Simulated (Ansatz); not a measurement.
Runs of Ansatz 0.2.0 on In. It takes space group I4/mmm (No. 139, tetragonal). Conventional cell: a = 3.251 Å, b = 3.251 Å, c = 4.947 Å, α = 90.00°, β = 90.00°, γ = 90.00°. Around In (site symmetry 4/mmm) lie 12 In at 3.25 to 3.38 Å. 

```csv
task,level,spin,cell,k mesh,cutoff (eV),points for each segment of the path,gap on the mesh (eV),pressure (GPa),relaxed volume (Å³/atom)
band structure,BLYP,off,as given,11 × 11 × 11,420,14,none,6.2,-
band structure,r2SCAN,"SOC, no magnetisation",as given,8 × 8 × 8,500,14,none,0.0,-
relaxation of cell and atoms,BLYP,off,relaxed,11 × 11 × 11,420,-,none,0.0,31.17
band structure,r2SCAN,off,as given,11 × 11 × 11,500,14,none,(a),-
relaxation of cell and atoms,revPBE,off,relaxed,11 × 11 × 11,420,-,none,0.0,28.41
```

Alike in all rows: potentials or basis Ansatz PAW; smearing fermi-dirac 0.05 eV.

Task: Estimate the missing entries.

Result: (a) 0.2.

Caveats: the PAW data sets come from PBE, with cores solved anew for the run's functional, which leaves a small shift of forces and pressure; spin-orbit coupling is left out, which moves the levels of the heavy elements (some runs); the plane-wave basis is chosen anew once the cell has moved, so the energies of steps on either side of that aren't comparable (some runs); the volume moved by over 15 % at a fixed basis, so the end points are rough (some runs); the volume moved by +19 % from the deposited cell, more than functionals usually miss (some runs).

A k mesh can miss the band edges, and rows without SOC leave out spin-orbit coupling on In.

A gap of «none» marks a metal or a gap under the smearing width.

Runs at the PBE level aren't shown here.
